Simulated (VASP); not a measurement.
# Ga (P6_3/mmc) in VASP: relaxation of cell and atoms with PBE

Aim: the relaxation of cell and atoms of Ga with PBE.

All numbers are computed with VASP 6.6.1; they aren't measurements. Logs are shortened: lines on timing, memory, paths and dates and some standing lists are left out, and cuts for length are marked.

**1. Starting point**

Symmetry: P6_3/mmc, No. 194, hexagonal system. The conventional cell has a = 3.026 Å, b = 3.026 Å, c = 4.942 Å, α = 90.00°, β = 90.00°, γ = 120.00°. Ga (site symmetry -6m2) has 12 Ga at 3.03 Å as nearest neighbours.

The cell was built by a generator and needn't be a form met in nature.

**2. Relaxation of cell and atoms, PBE**

File INCAR:

```
SYSTEM = Ga
  ALGO = Normal
  EDIFF = 1E-6
  EDIFFG = -0.03
  ENCUT = 600
  GGA = PE
  IBRION = 2
  ISIF = 3
  ISMEAR = 0
  LASPH = .TRUE.
  LCHARG = .FALSE.
  LREAL = .FALSE.
  LWAVE = .FALSE.
  NELM = 100
  NSW = 80
  PREC = Accurate
  SIGMA = 0.05
```

File KPOINTS:

```
k-points
0
G
  8 8 4
  0 0 0
```

File POSCAR:

```
Ga
1.0
    3.0259128626      0.0000000000      0.0000000000
   -1.5129564313      2.6205174086      0.0000000000
    0.0000000000      0.0000000000      4.9423243422
Ga
2
Direct
    0.3333333333      0.6666666667      0.7500000000
    0.6666666667      0.3333333333      0.2500000000
```

Potentials or basis: VASP PAW PBE potentials, release 64 (Ga_d).

Command:

```console
cat potpaw_PBE.64/Ga_d/POTCAR > POTCAR
mpirun -np 1 vasp_std > vasp.out
```

OUTCAR:

```text
SYSTEM = Ga
   EDIFF = 1E-6
   EDIFFG = -0.03
   ENCUT = 600
   GGA = PE
   IBRION = 2
   ISIF = 3
   ISMEAR = 0
   LASPH = .TRUE.
   LREAL = .FALSE.
   NELM = 100
   NSW = 80
   PREC = Accurate

 ion  position               nearest neighbor table
   1  0.333  0.667  0.750-
   2  0.667  0.333  0.250-

  LATTYP: Found a hexagonal cell.
 ALAT       =     3.0259128626
 C/A-ratio  =     1.6333333333

  Lattice vectors:

 A1 = (   3.0259128626,   0.0000000000,   0.0000000000)
 A2 = (  -1.5129564313,   2.6205174086,   0.0000000000)
 A3 = (   0.0000000000,   0.0000000000,   4.9423243422)

Analysis of symmetry for initial positions (statically):
=====================================================================
 Subroutine PRICEL returns:
 Original cell was already a primitive cell.

 Routine SETGRP: Setting up the symmetry group for a
 hexagonal supercell.

 Subroutine GETGRP returns: Found 24 space group operations
 (whereof 12 operations were pure point group operations)
 out of a pool of 24 trial point group operations.

The static configuration has the point symmetry D_3d.
 The point group associated with its full space group is D_6h.

Analysis of symmetry for dynamics (positions and initial velocities):
=====================================================================
 Subroutine PRICEL returns:
 Original cell was already a primitive cell.

 Routine SETGRP: Setting up the symmetry group for a
 hexagonal supercell.

 Subroutine GETGRP returns: Found 24 space group operations
 (whereof 12 operations were pure point group operations)
 out of a pool of 24 trial point group operations.

The dynamic configuration has the point symmetry D_3d.
 The point group associated with its full space group is D_6h.

 Subroutine INISYM returns: Found 24 space group operations
 (whereof 12 operations are pure point group operations),
 and found     1 'primitive' translations

----------------------------------------------------------------------------------------

                                     Primitive cell

  volume of cell :      39.1899

  direct lattice vectors                    reciprocal lattice vectors
     3.025912863  0.000000000  0.000000000     0.330478783  0.190802014  0.000000000
    -1.512956431  2.620517409  0.000000000     0.000000000  0.381604029  0.000000000
     0.000000000  0.000000000  4.942324342     0.000000000  0.000000000  0.202333949

  length of vectors
     3.025912863  3.025912863  4.942324342     0.381604029  0.381604029  0.202333949

  position of ions in fractional coordinates (direct lattice)
     0.333333333  0.666666667  0.750000000
     0.666666667  0.333333333  0.250000000

  ion indices of the primitive-cell ions
   primitive index   ion index
                 1           1
                 2           2

----------------------------------------------------------------------------------------

 KPOINTS: k-points

Automatic generation of k-mesh.
 Grid dimensions read from file:
 generate k-points for:    8    8    4

 Generating k-lattice:

  Cartesian coordinates                     Fractional coordinates (reciprocal lattice)
     0.041309848  0.023850252  0.000000000     0.125000000  0.000000000  0.000000000
     0.000000000  0.047700504  0.000000000     0.000000000  0.125000000  0.000000000
     0.000000000  0.000000000  0.050583487     0.000000000  0.000000000  0.250000000

  Length of vectors
     0.047700504  0.047700504  0.050583487

  Shift w.r.t. Gamma in fractional coordinates (k-lattice)
     0.000000000  0.000000000  0.000000000

 Subroutine IBZKPT returns following result:
 ===========================================

 Found     30 irreducible k-points:

 Following reciprocal coordinates:
            Coordinates               Weight
  0.000000  0.000000  0.000000      1.000000
  0.125000  0.000000  0.000000      6.000000
  0.250000  0.000000  0.000000      6.000000
  0.375000  0.000000  0.000000      6.000000
  0.500000  0.000000  0.000000      3.000000
  0.125000  0.125000  0.000000      6.000000
[... 16 lines left out ...]
  0.250000  0.000000  0.500000      6.000000
  0.375000  0.000000  0.500000      6.000000
 [... further k-points ...]
   k-points           NKPTS =     30   k-points in BZ     NKDIM =     30   number of bands    NBANDS=     17
   number of dos      NEDOS =    301   number of ions     NIONS =      2
   total plane-waves  NPLWV =  23040
   dimension x,y,z NGX =    24 NGY =   24 NGZ =   40
   dimension x,y,z NGXF=    48 NGYF=   48 NGZF=   80
   ions per type =               2
   NGX,Y,Z   is equivalent  to a cutoff of  13.19, 13.19, 13.45 a.u.
   NGXF,Y,Z  is equivalent  to a cutoff of  26.37, 26.37, 26.91 a.u.
 SYSTEM =  Ga
   PREC   = accura    normal or accurate (medium, high low for compatibility)
   ISTART =      0    job   : 0-new  1-cont  2-samecut
   ICHARG =      2    charge: 1-file 2-atom 10-const
   ISPIN  =      1    spin polarized calculation?
   LNONCOLLINEAR =      F non collinear calculations
   LSORBIT =      F    spin-orbit coupling
   LASPH  =      T    aspherical Exc in radial PAW
   ENCUT  =  600.0 eV  44.10 Ry    6.64 a.u.   6.04  6.04  9.87*2*pi/ulx,y,z
   NELM   =    100;   NELMIN=  2; NELMDL= -5     # of ELM steps
   EDIFF  = 0.1E-05   stopping-criterion for ELM
   LREAL  =      F    real-space projection
   EDIFFG = -.3E-01   stopping-criterion for IOM
   NSW    =     80    number of steps for IOM
   IBRION =      2    ionic relax: 0-MD 1-quasi-New 2-CG
   NFREE  =      1    steps in history (QN), initial steepest desc. (CG)
   ISIF   =      3    stress and relaxation
   ISYM   =      2    0-nonsym 1-usesym 2-fastsym
   POTIM  = 0.5000    time-step for ionic-motion
   TEBEG  =    0.0;   TEEND  =   0.0 temperature during run
   PSTRESS=    0.0 pullay stress
   NELECT =      26.0000    total number of electrons
   NUPDOWN=      -1.0000    fix difference up-down
   EMIN   =  10.00;   EMAX   =-10.00  energy-range for DOS
   EFERMI =   0.00;   METHOD = LEGACY
   ISMEAR =     0;   SIGMA  =   0.05  broadening in eV -4-tet -1-fermi 0-gaus
   EFERMI_NEDOS =   21; number of points for ismear=-14 and -15
   IALGO  =     38    algorithm
   IMIX   =      4    mixing-type and parameters
     AMIX     =   0.40;   BMIX     =  1.00
     AMIX_MAG =   1.60;   BMIX_MAG =  1.00
  volume/ion in A,a.u.               =      19.59       132.23
  Fermi-wavevector in a.u.,A,eV,Ry     =   1.427823  2.698194 27.737906  2.038679
  Thomas-Fermi vector in A             =   2.547951
   LORBIT       =      0    0 simple, 1 ext, 2 COOP (PROOUT), +10 PAW based schemes
   GGA     = PE    functional components
   LHFCALC =     F    Hartree Fock is set to
   AEXX    =    0.0000 exact exchange contribution
   IVDW    =     0    specifies the selected vdW correction
   LEPSILON=     F    determine dielectric tensor
   LRPA    =     F    only Hartree local field effects (RPA)
 conjugate gradient relaxation of ions
 non-spin polarized calculation
 Gauss-broadening in eV      SIGMA  =   0.05
  energy-cutoff  :      600.00
  volume of cell :       39.19
 maximum number of plane-waves:      1332
   NGX = 13   NGY = 13   NGZ = 19

--------------------------------------- Ionic step        1  -------------------------------------------

 number of electron      25.9999986 magnetization

 Free energy of the ion-electron system (eV)
  ---------------------------------------------------
  ext. energy  EPLUGINS =         0.00000000
  ---------------------------------------------------
  free energy    TOTEN  =        -5.65428658 eV

  energy without entropy =       -5.65023949  energy(sigma->0) =       -5.65226304

------------------------ aborting loop because EDIFF is reached ----------------------------------------

  FORCE on cell =-STRESS in cart. coord.  units (eV):
  Direction    XX          YY          ZZ          XY          YZ          ZX
  --------------------------------------------------------------------------------------
  -------------------------------------------------------------------------------------
  Total       -0.3081116     -0.3081116     -0.2988910      0.0000000      0.0000000      0.0000000
  in kB      -12.5963251    -12.5963251    -12.2193679      0.0000000      0.0000000      0.0000000
  external PRESSURE =     -12.4706727 kB  Pullay stress =       0.0000000 kB
[... 57 lines left out ...]
  energy  without entropy=       -5.6547952653  energy(sigma->0) =       -5.65676718

--------------------------------------- Ionic step        3  -------------------------------------------

 number of electron      26.0000003 magnetization

 Free energy of the ion-electron system (eV)
  ---------------------------------------------------
  ext. energy  EPLUGINS =         0.00000000
  ---------------------------------------------------
  free energy    TOTEN  =        -5.65912246 eV

  energy without entropy =       -5.65534009  energy(sigma->0) =       -5.65723127

 E-fermi :   5.6315     XC(G=0): -10.9860

 val. band max:        5.5966858586   @ k =   0.2500   0.2500   0.2500
 cond. band min:       5.6388378501   @ k =   0.2500   0.2500   0.5000
 fundamental gap:      0.0421519915
 Fermi energy:         5.6315262687

 k-point     1 :       0.0000    0.0000    0.0000
  band No.  band energies     occupation
      1      -9.4922      2.00000
      2      -9.4209      2.00000
      3      -9.3879      2.00000
      4      -9.3879      2.00000
      5      -9.3664      2.00000
      6      -9.3664      2.00000
[... 9 lines left out ...]
     16      17.0683      0.00000
     17      17.0683      0.00000
[... 443 lines left out ...]
      1      -9.4904      2.00000
      2      -9.4904      2.00000
      3      -9.4534      2.00000
      4      -9.4534      2.00000
      5      -9.3068      2.00000
      6      -9.3068      2.00000
[... 9 lines left out ...]
     16      11.8415      0.00000
     17      12.4489      0.00000

 [... further k-points ...]

------------------------ aborting loop because EDIFF is reached ----------------------------------------

  FORCE on cell =-STRESS in cart. coord.  units (eV):
  Direction    XX          YY          ZZ          XY          YZ          ZX
  --------------------------------------------------------------------------------------
  -------------------------------------------------------------------------------------
  Total        0.0111482      0.0111482      0.0461854      0.0000000      0.0000000      0.0000000
  in kB        0.4698168      0.4698168      1.9463872      0.0000000      0.0000000      0.0000000
  external PRESSURE =       0.9620070 kB  Pullay stress =       0.0000000 kB
[... 17 lines left out ...]
  FREE ENERGIE OF THE ION-ELECTRON SYSTEM (eV)
  ---------------------------------------------------
  free  energy   TOTEN  =        -5.6591224562 eV

  energy  without entropy=       -5.6553400931  energy(sigma->0) =       -5.65723127

 reached required accuracy - stopping structural energy minimisation
```

Run time: 26 s. Hardware: 1 thread of AMD EPYC 9R45 (Zen 5), shared host; peak memory 0.14 GiB.

What came out:

* Free energy: -5.6591 eV
* Relaxed volume: 19.01 Å³/atom
* Relaxed cell: a = 2.995 Å, b = 2.995 Å, c = 4.894 Å, α = 90.00°, β = 90.00°, γ = 120.00°
* Space group after relaxing (to 0.05 Å): P6_3/mmc (No. 194)
* Energy gained by relaxing: 2.4 meV/atom
* Ionic steps: 3
* Pressure after relaxing: 0.1 GPa
* Band gap on the k mesh: none (metal or under the smearing width)

Stress tensor (GPa, compression positive):
```
0.05 0.00 0.00
0.00 0.05 0.00
0.00 0.00 0.19
```

The path:
```tsv
step	energy change (eV)	largest force (eV/Å)	pressure (GPa)	volume (Å³)
1	0.0000	0.0000	-1.25	39.19
2	-0.0045	0.0000	-0.38	38.33
3	-0.0048	0.0000	0.10	38.02
```

Final structure:
```yaml
crystal:
  lattice:
    - [2.99513, 0.00000, 0.00000]
    - [-1.49756, 2.59386, 0.00000]
    - [0.00000, 0.00000, 4.89355]
  atoms:
    - { symbol: Ga, position: [0.33333, 0.66667, 0.75000] }
    - { symbol: Ga, position: [0.66667, 0.33333, 0.25000] }
```
